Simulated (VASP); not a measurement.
# Sb (Fm-3m) in VASP: a series of runs

Runs on Sb. Level: r2SCAN. Tasks: single point.

Program: VASP 6.6.1. These are calculated values, not measurements. Logs are shortened: lines on timing, memory, paths and dates and some standing lists are left out, and cuts for length are marked.

## (1) The crystal as given

It takes space group Fm-3m (No. 225, cubic). The conventional cell has a = 4.742 Å, b = 4.742 Å, c = 4.742 Å, α = 90.00°, β = 90.00°, γ = 90.00°. Sb (site symmetry m-3m) is surrounded by 12 Sb at 3.35 Å.

This isn't the form of Sb at room conditions, which is rhombohedral.

## (2) Single point, r2SCAN

INCAR reads:

```
PREC = Accurate
ENCUT = 450
EDIFF = 0.001
ISMEAR = 1
SIGMA = 0.1
LREAL = F
LASPH = T
NELM = 100
ALGO = Normal
ISIF = 2
LWAVE = F
LCHARG = F
METAGGA = R2SCAN
LMIXTAU = T
NBANDS = 8
ADDGRID = F
```

KPOINTS reads:

```
Automatic mesh
0
Gamma
  7 7 7
```

POSCAR reads:

```
Sb
1.0
    0.0000000000      2.3712425216      2.3712425216
    2.3712425216      0.0000000000      2.3712425216
    2.3712425216      2.3712425216      0.0000000000
Sb
1
Direct
    0.0000000000      0.0000000000      0.0000000000
```

Potentials or basis: VASP PAW PBE potentials, release 64 (Sb).

Launch:

```sh
$ cat potpaw_PBE.64/Sb/POTCAR > POTCAR
$ mpirun -np 1 vasp_std > vasp.out
```

OUTCAR:

```text
PREC = Accurate
   ENCUT = 450
   EDIFF = 0.001
   ISMEAR = 1
   LREAL = F
   LASPH = T
   NELM = 100
   ISIF = 2
   METAGGA = R2SCAN

 Found     20 irreducible k-points:

 Following reciprocal coordinates:
            Coordinates               Weight
  0.000000  0.000000  0.000000      1.000000
  0.142857  0.000000  0.000000      8.000000
  0.285714  0.000000  0.000000      8.000000
  0.428571  0.000000  0.000000      8.000000
  0.142857  0.142857  0.000000      6.000000
  0.285714  0.142857  0.000000     24.000000
   k-points           NKPTS =     20   k-points in BZ     NKDIM =     20   number of bands    NBANDS=      8
   number of dos      NEDOS =    301   number of ions     NIONS =      1
   total plane-waves  NPLWV =  13824
   dimension x,y,z NGX =    24 NGY =   24 NGZ =   24
   dimension x,y,z NGXF=    48 NGYF=   48 NGZF=   48
   ions per type =               1
   NGX,Y,Z   is equivalent  to a cutoff of  11.90, 11.90, 11.90 a.u.
   NGXF,Y,Z  is equivalent  to a cutoff of  23.80, 23.80, 23.80 a.u.
 SYSTEM =  unknown system
   PREC   = accura    normal or accurate (medium, high low for compatibility)
   ISTART =      0    job   : 0-new  1-cont  2-samecut
   ICHARG =      2    charge: 1-file 2-atom 10-const
   ISPIN  =      1    spin polarized calculation?
   LNONCOLLINEAR =      F non collinear calculations
   LSORBIT =      F    spin-orbit coupling
   LASPH  =      T    aspherical Exc in radial PAW
   ENCUT  =  450.0 eV  33.07 Ry    5.75 a.u.   5.80  5.80  5.80*2*pi/ulx,y,z
   NELM   =    100;   NELMIN=  2; NELMDL= -5     # of ELM steps
   EDIFF  = 0.1E-02   stopping-criterion for ELM
   LREAL  =      F    real-space projection
   EDIFFG = 0.1E-01   stopping-criterion for IOM
   NSW    =      0    number of steps for IOM
   IBRION =     -1    ionic relax: 0-MD 1-quasi-New 2-CG
   NFREE  =      0    steps in history (QN), initial steepest desc. (CG)
   ISIF   =      2    stress and relaxation
   ISYM   =      2    0-nonsym 1-usesym 2-fastsym
   POTIM  = 0.5000    time-step for ionic-motion
   TEBEG  =    0.0;   TEEND  =   0.0 temperature during run
   PSTRESS=    0.0 pullay stress
   NELECT =       5.0000    total number of electrons
   NUPDOWN=      -1.0000    fix difference up-down
   EMIN   =  10.00;   EMAX   =-10.00  energy-range for DOS
   EFERMI =   0.00;   METHOD = LEGACY
   ISMEAR =     1;   SIGMA  =   0.10  broadening in eV -4-tet -1-fermi 0-gaus
   EFERMI_NEDOS =   21; number of points for ismear=-14 and -15
   IALGO  =     38    algorithm
   IMIX   =      4    mixing-type and parameters
     AMIX     =   0.40;   BMIX     =  1.00
     AMIX_MAG =   1.60;   BMIX_MAG =  1.00
  volume/ion in A,a.u.               =      26.67       179.95
  Fermi-wavevector in a.u.,A,eV,Ry     =   0.937013  1.770697 11.945820  0.877993
  Thomas-Fermi vector in A             =   2.064081
   LORBIT       =      0    0 simple, 1 ext, 2 COOP (PROOUT), +10 PAW based schemes
   METAGGA = R2SCAN    functional components
   LHFCALC =     F    Hartree Fock is set to
   AEXX    =    0.0000 exact exchange contribution
   IVDW    =     0    specifies the selected vdW correction
   LEPSILON=     F    determine dielectric tensor
   LRPA    =     F    only Hartree local field effects (RPA)
 non-spin polarized calculation
 Methfessel and Paxton  Order N= 1 SIGMA  =   0.10
  energy-cutoff  :      450.00
  volume of cell :       26.67
 maximum number of plane-waves:       592
   NGX = 11   NGY = 11   NGZ = 11

 number of electron       5.0000000 magnetization

 Free energy of the ion-electron system (eV)
  ---------------------------------------------------
  ext. energy  EPLUGINS =         0.00000000
  ---------------------------------------------------
  free energy    TOTEN  =       -25.20931258 eV

  energy without entropy =      -25.20471120  energy(sigma->0) =      -25.20777878

 E-fermi :   8.3510     XC(G=0): -10.8711

 val. band max:        8.3495050239   @ k =   0.4286   0.2857   0.0000
 cond. band min:       8.3724814952   @ k =   0.2857   0.1429   0.0000
 fundamental gap:      0.0229764713
 Fermi energy:         8.3509861867

 k-point     1 :       0.0000    0.0000    0.0000
  band No.  band energies     occupation
      1      -5.0559      2.00000
      2      14.3177      0.00000
      3      14.3177      0.00000
      4      14.3178      0.00000
      5      19.0529      0.00000
      6      19.0529      0.00000
      7      19.0529      0.00000
      8      19.6087      0.00000

 k-point     2 :       0.1429    0.0000    0.0000
  band No.  band energies     occupation
      1      -4.6241      2.00000
      2      11.1986      0.00000
      3      13.8067      0.00000
      4      13.8067      0.00000
      5      17.8629      0.00000
      6      19.8107      0.00000
      7      19.8107      0.00000
      8      21.9063      0.00000

 k-point     3 :       0.2857    0.0000    0.0000
  band No.  band energies     occupation
      1      -3.3543      2.00000
      2       6.7173      2.00000
      3      13.0068      0.00000
      4      13.0068      0.00000
      5      17.3996      0.00000
      6      19.2137      0.00000
      7      19.2137      0.00000
      8      20.6859      0.00000

 k-point     4 :       0.4286    0.0000    0.0000
  band No.  band energies     occupation
      1      -1.4994      2.00000
      2       3.1282      2.00000
      3      12.5311      0.00000
      4      12.5311      0.00000
      5      17.3948      0.00000
      6      18.3019      0.00000
      7      18.3019      0.00000
      8      19.3082      0.00000

 k-point     5 :       0.1429    0.1429    0.0000
  band No.  band energies     occupation
      1      -4.4796      2.00000
      2      12.4024      0.00000
      3      12.5455      0.00000
      4      12.5455      0.00000
      5      16.4218      0.00000
      6      18.9894      0.00000
      7      21.3344      0.00000
      8      21.3344      0.00000

 k-point     6 :       0.2857    0.1429    0.0000
  band No.  band energies     occupation
      1      -3.4847      2.00000
      2       8.3725      0.64534
      3      11.5708      0.00000
      4      11.9522      0.00000
      5      16.3546      0.00000
      6      18.0740      0.00000
      7      21.4042      0.00000
      8      21.7215      0.00000

 [... further k-points ...]

------------------------ aborting loop because EDIFF is reached ----------------------------------------

  FORCE on cell =-STRESS in cart. coord.  units (eV):
  Direction    XX          YY          ZZ          XY          YZ          ZX
  --------------------------------------------------------------------------------------
  -------------------------------------------------------------------------------------
  Total       -0.2204708     -0.2204708     -0.2204708      0.0000000      0.0000000      0.0000000
  in kB      -13.2465799    -13.2465799    -13.2465799      0.0000000      0.0000000      0.0000000
  external PRESSURE =     -13.2465799 kB  Pullay stress =       0.0000000 kB

 VOLUME and BASIS-vectors are now :
 -----------------------------------------------------------------------------
  energy-cutoff  :      450.00
  volume of cell :       26.67
      direct lattice vectors                 reciprocal lattice vectors
     0.000000000  2.371242522  2.371242522    -0.210859916  0.210859916  0.210859916
     2.371242522  0.000000000  2.371242522     0.210859916 -0.210859916  0.210859916
     2.371242522  2.371242522  0.000000000     0.210859916  0.210859916 -0.210859916

 POSITION                                       TOTAL-FORCE (eV/Angst)
 -----------------------------------------------------------------------------------
      0.00000      0.00000      0.00000         0.000000     -0.000000      0.000000
 -----------------------------------------------------------------------------------
    total drift:                                0.000000      0.000000     -0.000000

  FREE ENERGIE OF THE ION-ELECTRON SYSTEM (eV)
  ---------------------------------------------------
  free  energy   TOTEN  =       -25.2093125753 eV

  energy  without entropy=      -25.2047112034  energy(sigma->0) =      -25.20777878
```

It took 4.5 s on 1 thread of Intel Xeon 6975P-C (Granite Rapids), shared host; peak memory 0.14 GiB.

These settings aren't checked as converged: the numbers below hold their error.

Results:

```yaml
Free_energy: -25.2093 eV
Pressure: -1.3 GPa
Band_gap_on_the_k_mesh: none (metal or under the smearing width)
```

Caveat: the PAW data sets were made with another functional, which shifts forces and pressure a little.

## (3) Single point, r2SCAN

Changes to INCAR since step 2:

```diff
@@ -2,3 +2,3 @@
 ENCUT = 450
-EDIFF = 0.001
+EDIFF = 1E-4
 ISMEAR = 1
```

KPOINTS is that of step 2.

POSCAR is that of step 2.

Potentials or basis: VASP PAW PBE potentials, release 64 (Sb).

Launch:

```sh
$ cat potpaw_PBE.64/Sb/POTCAR > POTCAR
$ mpirun -np 1 vasp_std > vasp.out
```

It took 5.7 s on 1 thread of Intel Xeon 6975P-C (Granite Rapids), shared host; peak memory 0.14 GiB.

These settings aren't checked as converged: the numbers below hold their error.

What came out:

| Item | Value |
| --- | --- |
| Free energy | -25.2104 eV |
| Pressure | -0.1 GPa |
| Band gap on the k mesh | none (metal or under the smearing width) |

Caveat: the PAW data sets were made with another functional, which shifts forces and pressure a little.

## (4) The reference run

An earlier run on the cell as given: functional PBEsol; potentials or basis VASP PAW PBE potentials, release 64 (Sb); cutoff 520 eV; k mesh 10 × 10 × 10; occupations fermi-dirac, width 0.05 eV; no spin polarisation.

- Pressure: -1.2 GPa
- Band gap on the k mesh: none (metal or under the smearing width)
